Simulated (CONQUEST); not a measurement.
The system is PbS.

```xyz
8
Lattice="4.1599 0.0000 0.0000 0.0000 4.2793 0.0000 0.0000 0.0000 11.9826" Properties=species:S:1:pos:R:3 pbc="T T T"
Pb    0.0000    1.0698    1.5645
Pb    2.0800    1.0698    7.5558
Pb    0.0000    3.2095   10.4181
Pb    2.0800    3.2095    4.4268
S     0.0000    1.0698    4.2514
S     2.0800    1.0698   10.2427
S     0.0000    3.2095    7.7312
S     2.0800    3.2095    1.7399
```

Measurements of this composition are mostly on another form, of space group No. 225.

Program: CONQUEST 1.3. Alike in all runs: task single point; level PBE; no spin polarisation; cell as given; k mesh 7 × 6 × 3; smearing fermi-dirac 0.05 eV.

Q: Order these runs on this cell by their pressure, lowest first.
A. potentials or basis PseudoDojo NC PBE, DZ, grid cutoff 120 Ha
B. potentials or basis PseudoDojo NC PBE, DZP, grid cutoff 120 Ha
C. potentials or basis PseudoDojo NC PBE, SZ, grid cutoff 120 Ha

A: B (2.0 GPa), A (4.0 GPa), C (6.0 GPa).

Caveats: this functional lacks dispersion, which binds the layers, so the pressure and a relaxed spacing across them are unreliable; the basis of atomic orbitals isn't converged, which shifts pressures, moduli and gaps; the atomic basis is small (some runs); the box holds several primitive cells, so bands are folded and the points are those of the box's own zone (some runs).
